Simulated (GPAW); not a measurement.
Crystal: SiC (Moissanite).

```
Si C
1.0
     3.07600    0.00000    0.00000
    -1.53800    2.66389    0.00000
     0.00000    0.00000    5.04800
Si C
2 2
Direct
  0.66667 0.33333 0.50000
  0.33333 0.66667 0.00000
  0.66667 0.33333 0.88500
  0.33333 0.66667 0.38500
```

| Quantity | Value |
| --- | --- |
| Program | GPAW 26.7.0 |
| Task | relaxation of cell and atoms |
| Functional | RPBE |
| Dispersion | D3 |
| Potentials or basis | the program's PAW data sets (release 1.2.1) made for this functional |
| Cutoff | 800 eV |
| Basis | pw |
| k mesh | 7 × 7 × 4 |
| Occupations | fermi-dirac, width 0.05 eV |
| Spin | no spin polarisation |

At the start: pressure 4.1 GPa; volume 10.34 Å³/atom.

Question: How do energy, volume and symmetry change on relaxing?

Answer: Over 7 steps the energy falls by 12.0 meV/atom and the volume is 10.52 Å³/atom (+1.8 %); space group P6_3mc (No. 186, to 0.05 Å).

Step by step:
```tsv
step	energy change (eV)	largest force (eV/Å)	pressure (GPa)	volume (Å³)
1	0.0000	0.7886	4.08	41.36
2	-0.0309	0.4206	3.24	41.48
3	-0.0445	0.0719	2.04	41.69
4	-0.0455	0.0350	1.74	41.75
5	-0.0480	0.0221	0.21	42.04
6	-0.0481	0.0082	-0.02	42.09
7	-0.0481	0.0015	-0.05	42.09
```

Final structure:
```xyz
4
Lattice="3.0937 0.0000 0.0000 -1.5469 2.6792 0.0000 0.0000 0.0000 5.0783" Properties=species:S:1:pos:R:3 pbc="T T T"
Si    1.5469    0.8931    2.5629
Si    0.0000    1.7862    0.0237
C     1.5469    0.8931    4.4706
C     0.0000    1.7862    1.9314
```

Caveat: later steps reuse the first step's grids.
